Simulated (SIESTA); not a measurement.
Worked example: self-consistent single point of BaSnO3 (Pm-3m, 5 atoms in the cell) in SIESTA

Method of the run: GGA PBE, numerical atomic orbitals TZP, PseudoDojo PBE standard norm-conserving potentials (rewritten from UPF to PSML) in SIESTA.

The input file:

```
# files in the folder: Ba.psml Sn.psml O.psml (PseudoDojo PBE standard)
SystemName  BaSnO3
SystemLabel basno3

NumberOfAtoms                5
NumberOfSpecies              3
%block ChemicalSpeciesLabel
  1 56 Ba
  2 50 Sn
  3 8 O
%endblock ChemicalSpeciesLabel
LatticeConstant              1.0 Bohr
%block LatticeVectors
     7.833939018    0.000000000    0.000000000
     0.000000000    7.833939018    0.000000000
     0.000000000    0.000000000    7.833939018
%endblock LatticeVectors
AtomicCoordinatesFormat      ScaledCartesian
%block AtomicCoordinatesAndAtomicSpecies
     3.916969509    3.916969509    3.916969509  1
     0.000000000    0.000000000    0.000000000  2
     0.000000000    3.916969509    0.000000000  3
     3.916969509    0.000000000    0.000000000  3
     0.000000000    0.000000000    3.916969509  3
%endblock AtomicCoordinatesAndAtomicSpecies

XC.functional                GGA
XC.authors                   PBE
PAO.BasisSize                TZP
PAO.EnergyShift              0.005 Ry
MeshCutoff                   400 Ry
%block kgrid.MonkhorstPack
    4   0   0  0.0
    0   4   0  0.0
    0   0   4  0.0
%endblock kgrid.MonkhorstPack
OccupationFunction           MP
OccupationMPOrder            0
ElectronicTemperature        580.23 K

MaxSCFIterations             150
SCF.Mixer.Method             Pulay
SCF.Mixer.Weight             0.1
SCF.Mixer.History            8
SCF.DM.Tolerance             1.0E-05
Diag.ParallelOverK           true
WriteForces                  true
Charge.Mulliken              end
```

Log, with long lists cut:

```
reinit: Reading from file input.fdf

reinit: System Name: BaSnO3
reinit: System Label: basno3

coor:   Atomic-coordinates input format  =     Cartesian coordinates
coor:                                          (in units of alat)

siesta: Atomic coordinates (Bohr) and species
siesta:      3.91697   3.91697   3.91697  1        1
siesta:      0.00000   0.00000   0.00000  2        2
siesta:      0.00000   3.91697   0.00000  3        3
siesta:      3.91697   0.00000   0.00000  3        4
siesta:      0.00000   0.00000   3.91697  3        5

siesta: System type = bulk

initatomlists: Number of atoms, orbitals, and projectors:      5    83    89

siesta: ******************** Simulation parameters ****************************
redata: Spin configuration                          = none
redata: Time-Reversal Symmetry                      = T
redata: Number of Atomic Species                    =        3
redata: Mesh Cutoff                                 =   400.0000 Ry
redata: Net charge of the system                    =     0.0000 |e|
redata: Min. number of SCF Iter                     =        0
redata: Max. number of SCF Iter                     =      150
redata: SCF convergence failure will abort job
redata: SCF mix quantity                            = Hamiltonian
redata: Mix DM or H after convergence               =   F
redata: Recompute H after scf cycle                 =   F
redata: Mix DM in first SCF step                    =   T
redata: No kicks to SCF
redata: DM Mixing Weight for Kicks                  =     0.5000
redata: Require Harris convergence for SCF          =   F
redata: Harris energy tolerance for SCF             =     0.000100 eV
redata: Require DM convergence for SCF              =   T
redata: DM tolerance for SCF                        =     0.000010
redata: Require EDM convergence for SCF             =   F
redata: EDM tolerance for SCF                       =     0.001000 eV
   [... lines left out ...]
diag: Used triangular part                          = Lower
diag: Absolute tolerance                            =  0.100E-15
diag: Orthogonalization factor                      =  0.100E-05
diag: Memory factor                                 =  1.0000

superc: Internal auxiliary supercell:     5 x     5 x     5  =     125
superc: Number of atoms, orbitals, and projectors:    625  10375  11125

                        Single-point calculation

superc: Internal auxiliary supercell:     5 x     5 x     5  =     125
superc: Number of atoms, orbitals, and projectors:    625  10375  11125

outcell: Unit cell vectors (Ang):
        4.145542    0.000000    0.000000
        0.000000    4.145542    0.000000
        0.000000    0.000000    4.145542

outcell: Cell vector modules (Ang)   :    4.145542    4.145542    4.145542
outcell: Cell angles (23,13,12) (deg):     90.0000     90.0000     90.0000
outcell: Cell volume (Ang**3)        :     71.2433
new_DM -- step:     1
Initializing Density Matrix...

Attempting to read DM from file... Failed...
DM filled with atomic data:

InitMesh: MESH = 50 x 50 x 50 = 125000
InitMesh: Mesh cutoff (required, used) =   400.000   402.049 Ry

stepf: Methfessel-Paxton step function
       Using Hermite-Gauss polynomials of order  0
        iscf     Eharris(eV)        E_KS(eV)     FreeEng(eV)     dDmax    Ef(eV) dHmax(eV)
   scf:    1    -4223.542932    -4252.095849    -4252.095849  1.515222 -9.769603  8.785918
   scf:    2    -4257.836638    -4255.116901    -4255.116901  0.201140 -8.491172  6.315291
   scf:    3    -4259.767316    -4258.594148    -4258.594148  0.708934 -7.530098  1.660329
   scf:    4    -4258.160164    -4258.458102    -4258.458102  0.339722 -7.927587  1.573032
   scf:    5    -4258.690739    -4258.648426    -4258.648427  0.207227 -7.750742  0.124117
   scf:    6    -4258.634979    -4258.642526    -4258.642528  0.034032 -7.682735  0.324040
   scf:    7    -4258.654122    -4258.649807    -4258.649808  0.035726 -7.731099  0.073264
   scf:    8    -4258.650330    -4258.650214    -4258.650214  0.014490 -7.746340  0.004851
   scf:    9    -4258.650158    -4258.650196    -4258.650196  0.003558 -7.741343  0.016509
   scf:   10    -4258.650222    -4258.650215    -4258.650216  0.002416 -7.744673  0.000113
mix: Pulay -- inversion failed, > SVD [rank/size] 5 / 7
   scf:   11    -4258.650215    -4258.650215    -4258.650216  0.000017 -7.744690  0.000009
   scf:   12    -4258.650215    -4258.650215    -4258.650216  0.000011 -7.744693  0.000001
mix: Pulay -- inversion failed, > SVD [rank/size] 5 / 7
   scf:   13    -4258.650215    -4258.650215    -4258.650216  0.000000 -7.744694  0.000000
SCF Convergence by DM+H criterion
max |DM_out - DM_in|         :     0.0000002659
max |H_out - H_in|      (eV) :     0.0000003354
SCF cycle converged after 13 iterations

Using DM_out to compute the final energy and forces

siesta: E_KS(eV) =            -4258.6502

siesta: E_KS - E_eggbox =     -4258.6502

siesta: Atomic forces (eV/Ang):
     1   -0.000000   -0.000000   -0.000000
     2   -0.000000   -0.000000   -0.000000
     3   -0.000000    0.000000    0.000000
     4    0.000000   -0.000000    0.000000
     5   -0.000000    0.000000    0.000000
   Tot   -0.000000   -0.000000    0.000000
   Max    0.000000
   Res    0.000000    sqrt( Sum f_i^2 / 3N )
   Max    0.000000    constrained

Stress tensor Voigt[x,y,z,yz,xz,xy] (kbar):      -78.62      -78.62      -78.62        0.00       -0.00       -0.00
(Free)E + p*V (eV/cell)    -4255.1543
Target enthalpy (eV/cell)    -4258.6502

siesta: Program's energy decomposition (eV):
siesta: Ebs     =      -797.215065
siesta: Eions   =      4998.965372
siesta: Ena     =       663.120025
siesta: Ekin    =      2386.653750
siesta: Enl     =     -1186.071650
siesta: Eso     =         0.000000
siesta: Edftu   =         0.000000
siesta: DEna    =         1.662089
siesta: DUscf   =         2.789018
siesta: DUext   =         0.000000
siesta: Ex      =     -1055.785892
siesta: Ec      =       -72.052184
siesta: Exc     =     -1127.838076
siesta: Eharris =     -4258.650215
siesta: Etot    =     -4258.650215
siesta: FreeEng =     -4258.650216

siesta: Stress tensor (static) (eV/Ang**3):
siesta:    -0.049070   -0.000000   -0.000000
siesta:    -0.000000   -0.049070    0.000000
siesta:    -0.000000    0.000000   -0.049070

siesta: Cell volume =         71.243289 Ang**3

siesta: Pressure (static):
siesta:                Solid            Molecule  Units
siesta:           0.00053444          0.00053444  Ry/Bohr**3
siesta:           0.04906972          0.04906972  eV/Ang**3
siesta:          78.61835783         78.61835783  kBar

mulliken: Atomic and Orbital Populations:

Species: Ba
Atom  Qatom  Qorb
               5s      6s      6s      6s      5py     5pz     5px     6py
   [... lines left out ...]
               5px     5py     5pz     5px     4dxy    4dyz    4dz2    4dxz
               4dx2-y2 5dxy    5dyz    5dz2    5dxz    5dx2-y2
   2 14.442   0.898   0.179  -0.044   0.676   0.676   0.676  -0.621  -0.621
             -0.621   0.683   0.683   0.683   1.997   1.997   1.985   1.997

              1.985   0.305   0.305   0.160   0.305   0.160

Species: O
Atom  Qatom  Qorb
               2s      2s      2s      2py     2pz     2px     2py     2pz
               2px     2py     2pz     2px     3Pdxy   3Pdyz   3Pdz2   3Pdxz
               3Pdx2-y2
   3  6.549   1.519  -0.185   0.389   0.942   1.898   1.898  -0.319  -0.262
             -0.262   0.723   0.094   0.094   0.003   0.003   0.004   0.003

              0.006
   4  6.549   1.519  -0.185   0.389   1.898   1.898   0.942  -0.262  -0.262
             -0.319   0.094   0.094   0.723   0.003   0.003   0.004   0.003

              0.006
   5  6.549   1.519  -0.185   0.389   1.898   0.942   1.898  -0.262  -0.319
             -0.262   0.094   0.723   0.094   0.003   0.003   0.007   0.003

              0.003

mulliken: Qtot =       42.000

Mulliken Atomic Populations:
Atom #   charge [q] valence [e]  Species
     1     2.087802    7.912198  Ba
     2    -0.441752   14.441752  Sn
     3    -0.548684    6.548684  O
     4    -0.548683    6.548683  O
     5    -0.548683    6.548683  O
 Total     0.000000
```

The run converged in 13 iterations.

The starting cell comes from a database of computed structures (which also holds hypothetical and non-ambient phases and stackings), without a prior relaxation at this level. Its lattice was rescaled by a random factor within 2.5 % of one. Values carry the incompleteness of an atom-centred basis. With a pressure of about 8 GPa the cell is away from its equilibrium volume at this level.

Cost on one core of a shared machine: roughly 2 min.
